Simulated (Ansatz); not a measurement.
## Formation energy of SrCl2 in the fluorite structure

Level of theory: DFT, PBE, scalar-relativistic, no spin polarisation; plane waves to 420 eV with PAW datasets (Ansatz 0.2.0), Γ-centred 8×8×8 mesh, 0.05 eV Gaussian smearing. The datasets are Ansatz's generated set soft_2.

The start was a prototype's sites filled with these elements; the Crystallography Open Database holds the compound in this structure.

Symmetry: Fm-3m, No. 225, cubic system. Conventional cell: a = 7.041 Å, b = 7.041 Å, c = 7.041 Å, α = 90.00°, β = 90.00°, γ = 90.00°. Around Sr (site symmetry m-3m) lie 8 Cl at 3.05 Å. Around Cl (site symmetry -43m) lie 4 Sr at 3.05 Å. (Shells end 15 % past the nearest neighbour.)

The elements were computed in their standard states (gases as isolated molecules) with the same datasets, cutoff and functional. Absolute energies hang on the potentials; compare differences alone.

Energy of the relaxed cell (3 atoms, smearing extrapolated to zero): -5710.732 eV. Elements, in eV/atom: Sr -3544.220, Cl -1079.444.

**Question.** What is the formation energy?

**Answer.** [-5710.732 − (1 × -3544.220 + 2 × -1079.444)] / 3 = -2.54 eV/atom, or -245 kJ per mole of atoms.

The value is for 0 K, without zero-point energy and without any correction for the binding of gas molecules. Uncorrected semilocal values for oxides, chalcogenides and halides often miss by tenths of an eV an atom. A negative value shows stability against the elements alone, not against other compounds or structures.

Bader charges against formal ones: Sr +1.63 (+2), Cl −0.81 (−1). The cations give up 81 % of the formal charge; Bader charges stay under formal ones because the anions' density reaches into the cations' basins, though a share this high marks a strongly ionic bond.

Formal charges Sr²⁺, Cl⁻ balance and leave closed shells on every ion, so a band insulator is expected, and the gap is 5.24 eV.

Semilocal functionals underestimate band gaps, commonly by a third or more.
